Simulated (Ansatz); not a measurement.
What does this script print? It uses the Python package of Ansatz (0.2.0).

The script reads `si.cif`:
```cif
data_Si
_cell_length_a 3.837553
_cell_length_b 3.837553
_cell_length_c 3.837553
_cell_angle_alpha 60.00000
_cell_angle_beta 60.00000
_cell_angle_gamma 60.00000
_symmetry_space_group_name_H-M 'P 1'
_symmetry_Int_Tables_number 1
loop_
_symmetry_equiv_pos_as_xyz
'x, y, z'
loop_
_atom_site_label
_atom_site_type_symbol
_atom_site_fract_x
_atom_site_fract_y
_atom_site_fract_z
Si1 Si    0.750000    0.750000    0.750000
Si2 Si    0.500000    0.500000    0.500000
```

`si.py`:
```python
"""Response of Si to an electric field."""

import logging
import sys

import ansatz as az
from ase.io import read
import numpy as np

logging.basicConfig(stream=sys.stdout, format="%(levelname)s:%(name)s:%(message)s")
logger = logging.getLogger("si")
logger.setLevel(logging.INFO)


def main() -> None:
    atoms = read("si.cif")
    cell = az.Crystal.from_ase(atoms)

    # an insulator: whole occupations
    calculation = (
        cell.calculation()
        .scf(tolerance=1e-09)
        .functional("PBEsol")
        .kpoints(6, 6, 6)  # the mesh must be finer for metals
        .occupations("fixed")  # whole-number filling, right only where there is a gap
        .dielectric()
    )
    res = calculation.run()
    response = res.dielectric
    eps = np.asarray(response.eps_inf)

    values = np.linalg.eigvalsh(eps)
    print("principal values of eps_inf:", np.round(values, 3))
    print("refractive indices:", np.round(np.sqrt(values), 3))
    for index, (site, z) in enumerate(zip(res.lattice.sites, response.zstar_e)):
        print("Born charge tensor of", site.symbol, index)
        print(np.round(z, 3) + 0.0)
    logger.info(f"charge neutrality missed by {response.zstar_sum_residual_pre_e:.4f} e before the sum rule")


if __name__ == "__main__":
    main()
```

Running `python si.py` prints:
```text
DeckWarning: basis.ecutwfc = 420 eV, auto-derived from the records' recommended cutoffs: set by Si (normal level)
principal values of eps_inf: [13.281 13.281 13.281]
refractive indices: [3.644 3.644 3.644]
Born charge tensor of Si 0
[[0. 0. 0.]
 [0. 0. 0.]
 [0. 0. 0.]]
Born charge tensor of Si 1
[[0. 0. 0.]
 [0. 0. 0.]
 [0. 0. 0.]]
INFO:si:charge neutrality missed by 0.0010 e before the sum rule
```
(Warnings from the package without file and line.)

With fixed filling the reported Fermi level is the top filled level among the k-points of the SCF. Of the deposited cell: the entry's cell lengths or inner coordinates differ somewhat from later room-temperature determinations. This is the electronic (clamped-ion) response; a semilocal gap that is too small tends to raise it. The typed mesh is that of the SCF; the response is solved on denser meshes that the run picks. It ran for 12 s on 1 thread of Arm Neoverse V1 (shared host), peak memory 0.49 GiB.
